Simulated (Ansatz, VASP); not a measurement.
# Rh: VASP beside Ansatz

Contents of INCAR:

```
SYSTEM = Rh
PREC = Accurate
ENCUT = 600
EDIFF = 1E-7
ISMEAR = 0
SIGMA = 0.1
LREAL = .False.
LASPH = .True.
NELM = 100
ALGO = Fast
ISIF = 3
LWAVE = .False.
LCHARG = .False.
GGA = PE
IBRION = 2
NSW = 100
EDIFFG = -0.01
```

KPOINTS

```
regular mesh
0
Gamma
  22 22 22
  0 0 0
```

POSCAR

```
Rh
1.0
    2.5323728968      0.0000000000      0.0000000000
    0.0000000000      2.5323728968      0.0000000000
    0.0000000000      0.0000000000      2.5323728968
Rh
1
Direct
    0.0000000000      0.0000000000      0.0000000000
```

Input for Ansatz:

```yaml
crystal:
  lattice:
    - [2.5323728968, 0.0, 0.0]
    - [0.0, 2.5323728968, 0.0]
    - [0.0, 0.0, 2.5323728968]
  atoms:
    - { symbol: Rh, position: [0.0, 0.0, 0.0] }
basis:
  ecutwfc: 420
kpoints:
  mp_grid: { grid: [22, 22, 22] }
hamiltonian:
  xc: pbe
scf:
  occupations: { method: gaussian, width: 0.1 }
output:
  forces: true
  stress: true
  eigenvalues: true
relax:
  adjacent_minimum: "off"
  f_tol: 0.01
  max_steps: 80
  cell: { stress_tol: 0.05 }
```

Alike in both runs: task relaxation of cell and atoms; functional PBE; k mesh 22 × 22 × 22; occupations gaussian, width 0.1 eV; no spin polarisation.

|  | VASP | Ansatz |
| --- | --- | --- |
| version | VASP 6.6.1 | Ansatz 0.2.0 |
| potentials or method | VASP PAW PBE potentials, release 64 (Rh_pv) | scalar-relativistic, plane waves, PAW |
| plane-wave cutoff (eV) | 600 | 420 |
| valence electrons in the cell | 15 | 17 |

```csv
,VASP,Ansatz,Ansatz less VASP
"gap on the k mesh at the Fermi level, each at its own relaxed structure (eV)",none,none,-
relaxed volume (Å³/atom),16.30,16.30,+0.006
relaxed cell length with the largest relative difference (Å),2.535,2.536,+0.0003
```

A gap of «none» marks a metal or a gap that the smearing closes. The two sets of potentials don't hold the same shells in valence.
